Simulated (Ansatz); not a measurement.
## Cs under changes of volume

One of the cells (124.215 Å³/atom); the others are scaled copies at fixed shape and fractional positions:

```
Cs
1.0
     5.56631    0.00000    0.00000
    -2.78315    4.82056    0.00000
     0.00000    0.00000    9.25848
Cs
2
Cartesian
  2.7832 1.6069 6.9439
  0.0000 3.2137 2.3146
```

This isn't the form of Cs at room conditions, which is bcc.

| Property | Result |
| --- | --- |
| Program | Ansatz 0.2.0 |
| Functional | PBE |
| Potentials or basis | Ansatz PAW |
| Cutoff | 420 eV (not typed: the program's choice for these potentials) |
| k mesh | 6 × 6 × 3 |
| Occupations | fermi-dirac, width 0.05 eV |
| Spin | no spin polarisation |

```csv
volume (Å³/atom),energy over the lowest point (meV/atom),pressure (GPa)
116.762,0.21,0.0
119.247,0.00,0.0
121.731,0.41,0.0
124.215,1.39,-0.1
126.699,2.88,-0.1
129.184,?,?
131.668,7.23,-0.2
```

What does the run at 129.184 Å³/atom give?

Energy over the lowest point 4.84 meV/atom; pressure -0.1 GPa.

Worked out: A Birch-Murnaghan fit of order 3 (a polynomial in V^(-2/3)) to the other rows has its minimum at 118.81 Å³/atom with B0 = V·E''(V) = 1.9 GPa and B' = 3.5 at fixed shape and positions, which overstates the stiffness. It gives 4.84 meV/atom at 129.184 Å³/atom, against the run's 4.84, and -dE/dV = -0.1 GPa, against -0.1.

Energies are extrapolated to zero smearing.
